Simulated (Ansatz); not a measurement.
# SiS4: the cost of one run

Program: Ansatz 0.2.0. Level of theory: DFT PBE, scalar-relativistic, plane waves, PAW. These are calculated values, not measurements.

**1. Starting point**

It takes space group I4_1/amd (No. 141, tetragonal). The conventional cell has a = 8.458 Å, b = 8.458 Å, c = 7.541 Å, α = 90.00°, β = 90.00°, γ = 90.00°. Si (site symmetry -4m2) is surrounded by 8 S at 2.70 to 2.95 Å. Around S (site symmetry m) lie 2 Si at 2.70 to 2.95 Å.

Structure file:

```
CELL_PARAMETERS angstrom
-4.22877 4.22877 3.77043
4.22877 -4.22877 3.77043
4.22877 4.22877 -3.77043
ATOMIC_POSITIONS crystal
Si 0.00000 0.00000 0.00000
Si 0.75000 0.25000 0.50000
S 0.23200 0.92100 0.31100
S 0.67100 0.86000 0.18900
S 0.61000 0.92100 0.68900
S 0.67100 0.48200 0.81100
S 0.51800 0.32900 0.18900
S 0.07900 0.76800 0.68900
S 0.14000 0.32900 0.81100
S 0.07900 0.39000 0.31100
```

This is candidate A: ThBr4 type (I4_1/amd, No. 141).

(A quick probe on a coarse mesh, which set the mesh and smearing, is not shown.)

**3. A loose first relaxation (candidate A)**

Contents of input.yaml:

```yaml
crystal:
  lattice:
    - [-4.2287727236, 4.2287727236, 3.770430769]
    - [4.2287727236, -4.2287727236, 3.770430769]
    - [4.2287727236, 4.2287727236, -3.770430769]
  atoms:
    - { symbol: Si, position: [0.0, 0.0, 0.0] }
    - { symbol: Si, position: [0.75, 0.25, 0.5] }
    - { symbol: S, position: [0.232, 0.921, 0.311] }
    - { symbol: S, position: [0.671, 0.86, 0.189] }
    - { symbol: S, position: [0.61, 0.921, 0.689] }
    - { symbol: S, position: [0.671, 0.482, 0.811] }
    - { symbol: S, position: [0.518, 0.329, 0.189] }
    - { symbol: S, position: [0.079, 0.768, 0.689] }
    - { symbol: S, position: [0.14, 0.329, 0.811] }
    - { symbol: S, position: [0.079, 0.39, 0.311] }
basis:
  ecutwfc: 420
kpoints:
  mp_grid: { grid: [4, 4, 4] }
hamiltonian:
  xc: pbe
scf:
  occupations: { method: gaussian, width: 0.1 }
  lower_state_search: "off"
output:
  forces: true
  stress: true
  eigenvalues: true
relax:
  adjacent_minimum: "off"
  f_tol: 0.04
  max_steps: 70
  cell: { stress_tol: 0.4 }
```

Q: Estimate wall time and peak memory on 1 thread of an x86-64 CPU, shared host.

About 65 s, with a peak of 0.64 GiB.
